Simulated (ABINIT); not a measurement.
An input for ABINIT 10.8.3 (BaTe (Fm-3m)):

```
acell 3*1.0 Angstrom
rprim 
  -0.000000000000 3.493000000000 3.493000000000
  3.493000000000 -0.000000000000 3.493000000000
  3.493000000000 3.493000000000 -0.000000000000
ntypat 2
znucl 56 52
natom 2
typat 1 2
xred 
  0.000000000000 0.000000000000 0.000000000000
  0.500000000000 0.500000000000 0.500000000000
pp_dirpath "pseudos"
pseudos "Ba.upf, Te.upf"
ecut 34
ngkpt 6 6 6
nshiftk 1
shiftk 0 0 0
kptopt 1
chksymbreak 0
nband 18
occopt 1
tolvrs 1e-10
nstep 60
prtwf 0
optforces 0
optstress 0
indata_prefix "in"
outdata_prefix "out"
tmpdata_prefix "tmp"
```

The database entry behind the starting cell differs from later determinations by our own check (about 0.2 % short), so it need not match the best structure at ambient conditions.

```sh
OMP_NUM_THREADS=1 mpirun -n 4 abinit run.abi > log
```

Question: How long will it take on 4 MPI ranks of Arm Neoverse N1, shared host, and how much memory?

It took 29 s; on shared hardware allow 14 s to 57 s. Peak host memory was 0.36 GiB.

[Paths, hosts, dates, memory and timing lines, banners, echoed tables and standing remarks are left out of the program output.]

[Logs are printed without paths, hosts, clocks, repeated set-up lines and the standing remarks that a program may print on its own settings, such as how far it seeks lower states.]

[Runs of the session that timed out or met a known fault of the program may be left out.]

[Hosts, paths, dates, database ids (printed as entryN), source tags and the programs' standing remarks are cut or masked in the printed files.]

[G0W0 gaps are taken among the corrected bands and points alone; a level outside them can change the order at an edge.]

[Where Ansatz stands beside ABINIT at settings called matched, ABINIT's density can come from a denser mesh and the files from another edition; pairs whose starting gaps differed by over 0.03 eV were left out, so agreement reads better than it is.]
